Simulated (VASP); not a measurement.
Here is a VASP 6.6.1 calculation.

The input POSCAR:

```
RbBr
1.0
    0.0362759610      3.8782993979      3.8782993979
    3.8782993979      0.0362759610      3.8782993979
    3.8782993979      3.8782993979      0.0362759610
Rb Br
1 1
Direct
    0.0010295211      0.0010295211      0.0010295211
    0.2489704789      0.2489704789      0.2489704789
```

Contents of INCAR.step1:

```
SYSTEM = RbBr
ALGO = Normal
EDIFF = 1E-4
ENCUT = 520
GGA = PE
ISMEAR = 0
LASPH = .True.
LCHARG = .False.
LREAL = .False.
LWAVE = .True.
NBANDS = 15
NELM = 100
PREC = Accurate
SIGMA = 0.01
```

The input INCAR.step2:

```
SYSTEM = RbBr
ALGO = Normal
EDIFF = 1E-6
ENCUT = 520
ISIF = 2
ISMEAR = 0
ISTART = 1
LASPH = .True.
LCHARG = .False.
LMIXTAU = .True.
LREAL = .False.
LWAVE = .False.
METAGGA = R2SCAN
NBANDS = 15
NELM = 100
PREC = Accurate
SIGMA = 0.01
```

KPOINTS

```
k-points
0
Gamma
  6 6 6
  0 0 0
```

Potentials or basis: VASP PAW PBE potentials, release 64 (Rb_sv, Br).

The run is started by

```bash
$ cat potpaw_PBE.64/Rb_sv/POTCAR potpaw_PBE.64/Br/POTCAR > POTCAR
$ cp INCAR.step1 INCAR
$ mpirun -np 1 vasp_std > vasp.out
$ cp INCAR.step2 INCAR
$ mpirun -np 1 vasp_std > vasp.out
```

Predict the band gap on the k mesh.

4.65 eV, indirect (least direct gap 4.74 eV).

What does it give for the pressure?

0.1 GPa.

Caveat: the PAW data sets were made with another functional, which shifts forces and pressure a little. A k mesh can miss the band edges.
